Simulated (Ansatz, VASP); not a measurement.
# Pt: VASP beside Ansatz

Contents of INCAR:

```
PREC = Accurate
ENCUT = 600
EDIFF = 1E-6
ISMEAR = 0
SIGMA = 0.1
LREAL = F
LASPH = T
NELM = 100
ALGO = Fast
ISIF = 3
LWAVE = F
LCHARG = F
GGA = PE
IBRION = 2
NSW = 100
EDIFFG = -0.005
```

File KPOINTS:

```
Automatic mesh
0
Gamma
  18 18 18
```

Contents of POSCAR:

```
Pt
1.0
    0.0000000000      1.9836410160      1.9836410160
    1.9836410160      0.0000000000      1.9836410160
    1.9836410160      1.9836410160      0.0000000000
Pt
1
Direct
    0.0000000000      0.0000000000      0.0000000000
```

Input for Ansatz:

```yaml
crystal:
  lattice:
    - [0.0, 1.9836410161, 1.9836410161]
    - [1.9836410161, 0.0, 1.9836410161]
    - [1.9836410161, 1.9836410161, 0.0]
  atoms:
    - { symbol: Pt, position: [0.0, 0.0, 0.0] }
basis:
  ecutwfc: 420
kpoints:
  mp_grid: { grid: [18, 18, 18] }
hamiltonian:
  xc: pbe
scf:
  occupations: { method: gaussian, width: 0.1 }
output:
  forces: true
  stress: true
  eigenvalues: true
  write_density: true
  write_potential: true
  elf: true
  volumetric_format: npy
relax:
  adjacent_minimum: "off"
  f_tol: 0.005
  max_steps: 80
  cell: { stress_tol: 0.05 }
```

Alike in both runs: task relaxation of cell and atoms; functional PBE; k mesh 18 × 18 × 18; occupations gaussian, width 0.1 eV; no spin polarisation.

```csv
,VASP,Ansatz
version,VASP 6.6.1,Ansatz 0.2.0
potentials or method,"VASP PAW PBE potentials, release 64 (Pt)","scalar-relativistic, plane waves, PAW"
plane-wave cutoff (eV),600,420
valence electrons in the cell,10,18
```

Ansatz gave:

* gap on the k mesh at the Fermi level, each at its own relaxed structure (eV): none
* relaxed volume (Å³/atom): 15.64
* relaxed cell length with the largest relative difference (Å): 2.807

**Question.** Which values does VASP return?

**Answer.** gap on the k mesh at the Fermi level, each at its own relaxed structure (eV): none; relaxed volume (Å³/atom): 15.62; relaxed cell length with the largest relative difference (Å): 2.806.

A gap of «none» marks a metal or a gap that the smearing closes. The two sets of potentials don't hold the same shells in valence.

Spin-orbit coupling is left out, which matters for the levels of Pt.
